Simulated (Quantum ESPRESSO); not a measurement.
Write the native input for Quantum ESPRESSO 7.5 that does the following.

- Task: band structure
- Functional: LDA
- Potentials or basis: PseudoDojo 0.4.1 SR LDA standard
- Cutoff: 1143 eV
- Density cutoff: 4572 eV
- k mesh: 8 × 8 × 8
- Occupations: fermi-dirac, width 0.05 eV
- Spin: no spin polarisation
- Form of the LDA correlation: PW92
- Mixing beta: 0.5
- Most SCF iterations: 120
- SCF threshold: 1.2e-09 Ry

Crystal: SiO2.

```
Si O
1.0
    -2.47729    2.47729    3.65567
     2.47729   -2.47729    3.65567
     2.47729    2.47729   -3.65567
Si O
2 4
Direct
  0.75000 0.25000 0.50000
  0.00000 0.00000 0.00000
  0.87500 0.02821 0.65321
  0.77821 0.12500 0.15321
  0.97179 0.62500 0.84679
  0.37500 0.22179 0.34679
```

The cell comes from a database or a generator and needn't be the stable form of this composition.

These files were run (other wordings do the same):

pw.in

```
&CONTROL
  calculation = 'scf'
  prefix = 'pwscf'
  outdir = './tmp'
  pseudo_dir = './pseudo'
  tprnfor = .true.
  tstress = .true.
  disk_io = 'low'
/
&SYSTEM
  ibrav = 0
  celldm(1) = 8
  nat = 6
  ntyp = 2
  ecutwfc = 84
  nbnd = 24
  occupations = 'smearing'
  smearing = 'fd'
  degauss = 0.00367493
/
&ELECTRONS
  conv_thr = 1.2d-09
  electron_maxstep = 120
  mixing_beta = 0.5
/
ATOMIC_SPECIES
Si    28.0850 Si.upf
O     15.9990 O.upf
CELL_PARAMETERS alat
 -0.5851750632063   0.5851750632063   0.8635271811786
  0.5851750632063  -0.5851750632063   0.8635271811786
  0.5851750632063   0.5851750632063  -0.8635271811786
ATOMIC_POSITIONS crystal
Si     0.7500000000    0.2500000000    0.5000000000
Si     0.0000000000    0.0000000000    0.0000000000
O      0.8750000000    0.0282138700    0.6532138700
O      0.7782138700    0.1250000000    0.1532138700
O      0.9717861300    0.6250000000    0.8467861300
O      0.3750000000    0.2217861300    0.3467861300
K_POINTS automatic
8 8 8 0 0 0
```

bands.in

```
&CONTROL
  calculation = 'bands'
  prefix = 'pwscf'
  outdir = './tmp'
  pseudo_dir = './pseudo'
  disk_io = 'low'
  verbosity = 'high'
/
&SYSTEM
  ibrav = 0
  celldm(1) = 8
  nat = 6
  ntyp = 2
  ecutwfc = 84
  nbnd = 24
  occupations = 'smearing'
  smearing = 'fd'
  degauss = 0.00367493
/
&ELECTRONS
  conv_thr = 1d-08
  electron_maxstep = 120
  mixing_beta = 0.5
  diago_full_acc = .true.
  startingwfc = 'random'
/
ATOMIC_SPECIES
Si    28.0850 Si.upf
O     15.9990 O.upf
CELL_PARAMETERS alat
 -0.5851750632063   0.5851750632063   0.8635271811786
  0.5851750632063  -0.5851750632063   0.8635271811786
  0.5851750632063   0.5851750632063  -0.8635271811786
ATOMIC_POSITIONS crystal
Si     0.7500000000    0.2500000000    0.5000000000
Si     0.0000000000    0.0000000000    0.0000000000
O      0.8750000000    0.0282138700    0.6532138700
O      0.7782138700    0.1250000000    0.1532138700
O      0.9717861300    0.6250000000    0.8467861300
O      0.3750000000    0.2217861300    0.3467861300
K_POINTS crystal
60
 0.0000000000  0.0000000000  0.0000000000 1
 0.0000000000  0.0000000000  0.0714285714 1
 0.0000000000  0.0000000000  0.1428571429 1
 0.0000000000  0.0000000000  0.2142857143 1
 0.0000000000  0.0000000000  0.2857142857 1
 0.0000000000  0.0000000000  0.3571428571 1
 0.0000000000  0.0000000000  0.4285714286 1
 0.0000000000  0.0000000000  0.5000000000 1
-0.0765364556  0.0765364556  0.5000000000 1
-0.1530729112  0.1530729112  0.5000000000 1
-0.2296093669  0.2296093669  0.5000000000 1
-0.2972070251  0.2972070251  0.4324023417 1
-0.3648046834  0.3648046834  0.3648046834 1
-0.3192040980  0.3192040980  0.3192040980 1
-0.2736035126  0.2736035126  0.2736035126 1
-0.2280029271  0.2280029271  0.2280029271 1
-0.1824023417  0.1824023417  0.1824023417 1
-0.1368017563  0.1368017563  0.1368017563 1
-0.0912011709  0.0912011709  0.0912011709 1
-0.0456005854  0.0456005854  0.0456005854 1
 0.0000000000  0.0000000000  0.0000000000 1
 0.0625000000  0.0625000000 -0.0625000000 1
 0.1250000000  0.1250000000 -0.1250000000 1
 0.1875000000  0.1875000000 -0.1875000000 1
 0.2500000000  0.2500000000 -0.2500000000 1
 0.3125000000  0.3125000000 -0.3125000000 1
 0.3750000000  0.3750000000 -0.3750000000 1
 0.4375000000  0.4375000000 -0.4375000000 1
 0.5000000000  0.5000000000 -0.5000000000 1
 0.4549348945  0.5450651055 -0.4549348945 1
 0.4098697890  0.5901302110 -0.4098697890 1
 0.3648046834  0.6351953166 -0.3648046834 1
 0.2918437467  0.6081562533 -0.2918437467 1
 0.2188828101  0.5811171899 -0.2188828101 1
 0.1459218734  0.5540781266 -0.1459218734 1
 0.0729609367  0.5270390633 -0.0729609367 1
 0.0000000000  0.5000000000  0.0000000000 1
 0.0416666667  0.4583333333  0.0416666667 1
 0.0833333333  0.4166666667  0.0833333333 1
 0.1250000000  0.3750000000  0.1250000000 1
 0.1666666667  0.3333333333  0.1666666667 1
 0.2083333333  0.2916666667  0.2083333333 1
 0.2500000000  0.2500000000  0.2500000000 1
 0.2916666667  0.2916666667  0.1700651055 1
 0.3333333333  0.3333333333  0.0901302110 1
 0.3750000000  0.3750000000  0.0101953166 1
 0.4166666667  0.4166666667 -0.0697395779 1
 0.4583333333  0.4583333333 -0.1496744724 1
 0.5000000000  0.5000000000 -0.2296093669 1
 0.5000000000  0.5000000000 -0.2836874935 1
 0.5000000000  0.5000000000 -0.3377656201 1
 0.5000000000  0.5000000000 -0.3918437467 1
 0.5000000000  0.5000000000 -0.4459218734 1
 0.5000000000  0.5000000000 -0.5000000000 1
 0.0000000000  0.0000000000  0.5000000000 1
 0.0500000000  0.0500000000  0.4500000000 1
 0.1000000000  0.1000000000  0.4000000000 1
 0.1500000000  0.1500000000  0.3500000000 1
 0.2000000000  0.2000000000  0.3000000000 1
 0.2500000000  0.2500000000  0.2500000000 1
```

Potentials or basis: PseudoDojo 0.4.1 SR LDA standard.

The run is started by

```bash
$ OMP_NUM_THREADS=1 pw.x -in pw.in > pw.out
$ OMP_NUM_THREADS=1 pw.x -in bands.in > bands.out
```

Results of the run:

```json
{
  "Pressure": "-2.9 GPa",
  "Largest force": "0.197 eV/Å",
  "Band gap on the k mesh": "5.74 eV, direct",
  "Band gap along the path": "5.74 eV, direct"
}
```

Run time: 5.9 min on 1 thread of AMD EPYC 7R43 64-Core Processor (Zen 3), with other jobs on the host, peak memory 0.27 GiB.
